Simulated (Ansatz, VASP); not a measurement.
Be4S in VASP and in Ansatz

Contents of INCAR:

```
SYSTEM = Be4S
PREC = Accurate
ENCUT = 600
EDIFF = 1E-7
ISMEAR = 0
SIGMA = 0.1
LREAL = .FALSE.
LASPH = .TRUE.
NELM = 80
ALGO = Normal
ISIF = 3
LWAVE = .FALSE.
LCHARG = .FALSE.
GGA = PE
IBRION = 2
NSW = 100
EDIFFG = -0.01
```

File KPOINTS:

```
regular mesh
0
G
  10 10 10
  0 0 0
```

Contents of POSCAR:

```
Be4S
1.0
    3.8635253498      0.0000000000      0.0000000000
    0.0000000000      3.8635253498      0.0000000000
    0.0000000000      0.0000000000      3.8635253498
Be S
4 1
Direct
    0.3007877273      0.3007877273      0.3007877273
    0.6992122727      0.6992122727      0.3007877273
    0.3007877273      0.6992122727      0.6992122727
    0.6992122727      0.3007877273      0.6992122727
    0.0000000000      0.0000000000      0.0000000000
```

Input for Ansatz:

```yaml
crystal:
  lattice:
    - [3.8635253498, 0.0, 0.0]
    - [0.0, 3.8635253498, 0.0]
    - [0.0, 0.0, 3.8635253498]
  atoms:
    - { symbol: Be, position: [0.3007877273, 0.3007877273, 0.3007877273] }
    - { symbol: Be, position: [0.6992122727, 0.6992122727, 0.3007877273] }
    - { symbol: Be, position: [0.3007877273, 0.6992122727, 0.6992122727] }
    - { symbol: Be, position: [0.6992122727, 0.3007877273, 0.6992122727] }
    - { symbol: S, position: [0.0, 0.0, 0.0] }
basis:
  ecutwfc: 420
kpoints:
  mp_grid: { grid: [10, 10, 10] }
hamiltonian:
  xc: pbe
scf:
  occupations: { method: gaussian, width: 0.1 }
output:
  forces: true
  stress: true
  eigenvalues: true
relax:
  adjacent_minimum: "off"
  f_tol: 0.01
  max_steps: 80
  cell: { stress_tol: 0.05 }
```

Change from the starting cell: species swapped into the SnI4 type (P-43m, No. 215).

Alike in both runs: task relaxation of cell and atoms; functional PBE; k mesh 10 × 10 × 10; occupations gaussian, width 0.1 eV; no spin polarisation.

|  | VASP | Ansatz |
| --- | --- | --- |
| version | VASP 6.6.1 | Ansatz 0.2.0 |
| potentials or method | VASP PAW PBE potentials, release 64 (Be, S) | scalar-relativistic, plane waves, PAW |
| plane-wave cutoff (eV) | 600 | 420 |
| valence electrons in the cell | 14 | 14 |

|  | VASP | Ansatz | Ansatz less VASP |
| --- | --- | --- | --- |
| gap on the k mesh at the Fermi level, each at its own relaxed structure (eV) | none | none | - |
| relaxed volume (Å³/atom) | 11.56 | 11.55 | -0.009 |
| relaxed cell length with the largest relative difference (Å) | 3.866 | 3.865 | -0.0010 |

A gap of «none» marks a metal or a gap that the smearing closes.
